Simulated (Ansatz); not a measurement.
**LiH (rocksalt) under strain**

Rocksalt LiH, relaxed with r2SCAN in the plane-wave code Ansatz. Space group Fm-3m (No. 225), cubic; conventional cell a = 4.006 Å, 8.04 Å³ an atom. Li is surrounded by 6 H at 2.00 Å; H is surrounded by 6 Li at 2.00 Å.

The axes x, y and z are those of this cell:
```xyz
2
Lattice="0.0000 2.0030 2.0030 2.0030 0.0000 2.0030 2.0030 2.0030 0.0000" Properties=species:S:1:pos:R:3 pbc="T T T"
Li    0.0000    0.0000    0.0000
H     2.0030    2.0030    2.0030
```

Unstrained: PBE gives a direct gap of 2.984 eV at X. With r2SCAN the gap is 3.630 eV and direct, at X. The HSE06 gap is direct at X: 3.971 eV. Meshes: PBE 10×10×10, r2SCAN 10×10×10, HSE06 8×8×8. Strains are changes of length per length. After each strain the atoms were relaxed again with r2SCAN within the symmetry that the strain leaves, so tilts or polar shifts that break it weren't tested; points keep the names that they have in the unstrained zone. (Simulation; spin polarisation is off.)

Changes of the least gap in eV (an overlap counts as a negative gap):
```csv
strain,volume change (%),space group,PBE,r2SCAN,HSE06,"energy rise, r2SCAN (meV/atom)"
"biaxial -2.29 % in x and y, z held",-4.5,I4/mmm,-0.308,-0.312,-0.317,2.7
uniaxial -1.33 % along x,-1.3,I4/mmm,-0.139,-0.141,-0.147,0.4
"epitaxial +2.54 % in the plane normal to [111], free normal strain -0.12 %",+5.0,R-3m,+0.034,+0.028,+0.026,3.3
```

Biaxial -2.29 % in x and y, z held. HSE06: the gap goes from 3.971 to 3.654 eV (-0.317 eV); it turns from direct (X) to indirect (X → X [(1/2, 1/2, 0)]). Stress change with r2SCAN, compression positive: xx +2.47, yy +2.47, zz +0.58 GPa.

Uniaxial -1.33 % along x, other directions held. HSE06: the gap goes from 3.971 to 3.824 eV (-0.147 eV); it turns from direct (X) to indirect (X → X [(1/2, 0, 1/2)]). Stress change with r2SCAN, compression positive: xx +1.18, yy +0.17, zz +0.17 GPa.

Epitaxial +2.54 % in the plane normal to [111], free normal strain -0.12 %. HSE06: the gap goes from 3.971 to 3.997 eV (+0.026 eV). Stress change with r2SCAN, compression positive: xx -1.63, yy -1.63, zz -1.63, xy +0.82, xz +0.82, yz +0.82 GPa.

The meshes of the hybrids are coarse, so their gaps aren't converged to the digits shown.
